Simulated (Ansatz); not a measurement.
# Zone-centre phonons of AlAs at 15 GPa: input and output

Level of theory: DFT LDA, scalar-relativistic, plane waves, PAW (Ansatz 0.2.0).

Launched with:
```bash
ansatz run input.yaml --threads 1 --pin off --max-ram 3072MiB --backend cpu --events-out ev --progress --plain --runs-dir out
```

Input (bare energies are in eV):
```yaml
crystal:
  lattice:
    - [0.0, 2.6806872524, 2.6806872524]
    - [2.6806872524, 0.0, 2.6806872524]
    - [2.6806872524, 2.6806872524, 0.0]
  atoms:
    - { symbol: Al, position: [0.0, 0.0, 0.0] }
    - { symbol: As, position: [0.75, 0.75, 0.75] }
basis:
  ecutwfc: 420
kpoints:
  mp_grid: { grid: [10, 10, 10] }
hamiltonian:
  xc: lda
scf:
  occupations: { method: fixed }
output:
  eigenvalues: true
phonons:
  method: dfpt
  dielectric: true
  rigid_motions: translations
  eigenvectors: true
```

Results section of the output:
```
--- Phonons (Γ-DFPT): 2 representative perturbations + reference, on 171 of 1000 k-points (Σ response iterations 6) ---
  k mesh reduced under 4 symmetry operations, with k and −k counted as one. Each operation leaves every solved perturbation unchanged. A smaller set is not considered because the run solves the response ...
  ASR residual: 1.422e-4 → 0.000e0 eV/Å²; symmetrization residual: 2.037e-6 eV/Å²
  ASR residual per site (eV/Å²): 4.19e-6 1.42e-4
  Γ frequencies (cm⁻¹): 0.00 0.00 0.00 423.68 423.68 423.68
  ε∞ (high-frequency dielectric tensor):
        8.922806    -0.000000     0.000000
       -0.000000     8.922806     0.000000
        0.000000     0.000000     8.922806
  ε⁰ (static dielectric tensor: ions relaxed, cell fixed):
       10.435514    -0.000000     0.000000
       -0.000000    10.435514     0.000000
        0.000000     0.000000    10.435514
  ε⁰ − ε∞ (ionic part):
        1.512708    -0.000000     0.000000
       -0.000000     1.512708     0.000000
        0.000000     0.000000     1.512708
  softest optical mode at Γ: 423.68 cm⁻¹; the repairs (sum rule, projections) moved no ω² at Γ by more than (0.80 cm⁻¹)²
  Born effective charges Z* (e; rows j = field, columns β = displacement):
    site 0:
         2.05367   -0.00000    0.00000
        -0.00000    2.05367    0.00000
         0.00000    0.00000    2.05367
    site 1:
        -2.05367    0.00000   -0.00000
         0.00000   -2.05367   -0.00000
        -0.00000   -0.00000   -2.05367
  Z* charge neutrality: 8.756e-5 e pre-enforcement
  solved inside a basis spanned on kpoints, on 10×10×10 k-points, its susceptibility summed on 14×14×14: ε∞ is read to err by 2.5e-2, Z* by 1.6e-2 e (field_mesh: kpoints solves on kpoints); Z* is corrected for ...
  optical modes at Γ without the LO–TO term, one row a degenerate level:
      ω (cm⁻¹) modes IR ((D/Å)²/amu)
        423.68      3            14.7150
  optical modes at Γ + LO–TO along q̂ = [1.0000, 0.0000, 0.0000]:
      ω (cm⁻¹) modes IR ((D/Å)²/amu)
        423.68      2             9.8100
        458.19      1             4.9050
  optical modes at Γ + LO–TO along q̂ = [0.0000, 1.0000, 0.0000]:
      ω (cm⁻¹) modes IR ((D/Å)²/amu)
        423.68      2             9.8100
        458.19      1             4.9050
  optical modes at Γ + LO–TO along q̂ = [0.0000, 0.0000, 1.0000]:
      ω (cm⁻¹) modes IR ((D/Å)²/amu)
        423.68      2             9.8100
        458.19      1             4.9050
```

Time: 57 s on 1 thread of Intel(R) Xeon(R) Platinum 8488C (Sapphire Rapids), with other jobs on the host, peak memory 0.65 GiB.